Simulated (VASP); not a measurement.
Input of a VASP 6.6.1 run:

INCAR

```
SYSTEM = Se
PREC = Accurate ; ENCUT = 520
EDIFF = 1E-7 ; ISMEAR = 0
SIGMA = 0.1 ; LREAL = .FALSE.
LASPH = .TRUE. ; NELM = 100
ALGO = Normal ; ISIF = 2
LWAVE = .FALSE. ; LCHARG = .TRUE.
GGA = PS ; LELF = .TRUE.
LVHAR = .TRUE. ; NBANDS = 20
```

Contents of KPOINTS:

```
regular mesh
0
G
  6 6 2
  0 0 0
```

POSCAR

```
Se
1.0
    3.6397805508      0.0000000000      0.0000000000
   -1.8198902754      3.1521424212      0.0000000000
    0.0000000000      0.0000000000      9.9132234514
Se
4
Direct
    0.0000000000      0.0000000000      0.2500000000
    0.0000000000      0.0000000000      0.7500000000
    0.3333333333      0.6666666667      0.7500000000
    0.6666666667      0.3333333333      0.2500000000
```

Potentials or basis: VASP PAW PBE potentials, release 64 (Se).

Command:

```sh
$ cat potpaw_PBE.64/Se/POTCAR > POTCAR
$ mpirun -np 1 vasp_std > vasp.out
```

Predict the band gap on the k mesh.

none (metal or under the smearing width).

What does it give for the pressure?

46.9 GPa.

Stress tensor (GPa, compression positive):
```
70.48  0.00  0.00
 0.00 70.48  0.00
 0.00  0.00 -0.26
```

Caveat: a pressure of tens of GPa on the cell as given is suspect, and the run, the potentials or the cell itself is likely at fault; the PAW data sets were made with another functional, which shifts forces and pressure a little; this functional lacks dispersion, which binds the layers, so the pressure and a relaxed spacing across them are unreliable.
